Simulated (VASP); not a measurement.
Cs, 2 atoms in the cell. The structure is tetragonal, space group I4_1/amd (No. 141). Conventional cell: a = 5.108 Å, b = 5.108 Å, c = 19.192 Å, α = 90.00°, β = 90.00°, γ = 90.00°. This isn't the form of Cs at room conditions, which is bcc.

```yaml
Program: VASP 6.6.1
Task: single point
Functional: PBE
Potentials_or_basis: VASP PAW PBE potentials, release 64 (Cs_sv)
Cutoff: 520 eV
k_mesh: 7 × 7 × 7
Occupations: fermi-dirac, width 0.05 eV
Spin: no spin polarisation
Further_INCAR_settings: ALGO = Normal; EDIFF = 1e-07; NBANDS = 16
```

Potentials or basis: VASP PAW PBE potentials, release 64 (Cs_sv).

Launch:

```bash
$ cat potpaw_PBE.64/Cs_sv/POTCAR > POTCAR
$ mpirun -np 1 vasp_std > vasp.out
```

Hardware: 1 thread of AMD EPYC 9R45 (Zen 5), with other jobs on the host.

Task: Estimate the wall time of this run.

Result: Wall time 5.8 min on 1 thread of AMD EPYC 9R45 (Zen 5) (shared host), peak memory 0.87 GiB. Counts: scf iterations 13, k points 40.
